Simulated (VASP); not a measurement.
Crystal: Ag2O.

```xyz
6
Lattice="4.7022 0.0000 0.0000 0.0000 4.7022 0.0000 0.0000 0.0000 4.7022" Properties=species:S:1:pos:R:3 pbc="T T T"
Ag    1.1756    1.1756    1.1756
Ag    1.1756    3.5267    3.5267
Ag    3.5267    3.5267    1.1756
Ag    3.5267    1.1756    3.5267
O     0.0000    0.0000    0.0000
O     2.3511    2.3511    2.3511
```

Base run:

| Property | Result |
| --- | --- |
| Program | VASP 6.6.1 |
| Functional | PBE |
| Potentials or basis | VASP PAW PBE potentials, release 64 (Ag, O) |
| Cutoff | 520 eV |
| k mesh | 8 × 8 × 8 |
| Occupations | methfessel-paxton, width 0.1 eV |
| Spin | no spin polarisation |

Its results: band gap on the k mesh 0.05 eV, direct; pressure 5.7 GPa.

Problem. The run is repeated on the same cell with these changes: functional from PBE to LDA; potentials or basis from VASP PAW PBE potentials, release 64 (Ag, O) to VASP PAW LDA potentials, release 64 (Ag, O). What comes out?

Solution. Band gap on the k mesh 0.04 eV, direct; pressure -3.8 GPa.
